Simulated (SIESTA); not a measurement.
Crystal: MnS.

```xyz
2
Lattice="0.0000 2.4735 2.4735 2.4735 0.0000 2.4735 2.4735 2.4735 0.0000" Properties=species:S:1:pos:R:3 pbc="T T T"
Mn    0.0000    0.0000    0.0000
S     3.7102    3.7102    3.7102
```

The cell is a database's computed one.

```yaml
Program: SIESTA 5.4.2
Task: single point
Functional: PBE
Potentials_or_basis: PseudoDojo 0.4 standard (PBE files)
Basis: DZP (energy shift 0.003 Ry; two zetas on semicore shells)
Grid_cutoff: 800 Ry
Energy_shift: 0.003 Ry
k_mesh: 9 × 9 × 9
Occupations: fermi-dirac, width 0.05 eV
Spin: collinear spin, ferromagnetic start
Starting_moments: "[4.0, 0.0] μB"
```

On this cell: pressure 4.4 GPa; largest force zero by symmetry; net moment 0.26 μB per cell; site moments Mn +0.27; S -0.01 μB; band gap on the k mesh none (metal or under the smearing width).

The same run follows on a disturbed copy (atoms moved at random, drawn with an rms of 0.05 Å):

```
Mn S
1.0
     0.00000    2.47346    2.47346
     2.47346    0.00000    2.47346
     2.47346    2.47346    0.00000
Mn S
1 1
Direct
  0.00349 0.99627 0.00136
  0.72711 0.73210 0.76250
```

Question: What does the disturbed cell give?

Answer: The energy (extrapolated to zero smearing) moves by +41.3 meV/atom; pressure 5.4 GPa; largest force 1.563 eV/Å; net moment 0.27 μB per cell; site moments Mn +0.28; S -0.01 μB; band gap on the k mesh none (metal or under the smearing width).

Forces in eV/Å, atoms in the order of the input:
```
Mn   0.098 -0.531 -1.466
S   -0.097  0.530  1.468
```

Stress tensor (GPa, compression positive):
```
 5.53 -8.64 -3.11
-8.64  5.52  0.08
-3.11  0.08  5.28
```

Caveats: short orbitals over semicore shells can move pressures by several GPa; the moment fell far below its start of 4 μB, so a state of higher moment may lie lower in energy; the basis of atomic orbitals isn't converged, which shifts pressures, moduli and gaps; semilocal functionals often make such compounds metallic where correlation or magnetic order opens a gap, which also shifts bond lengths.
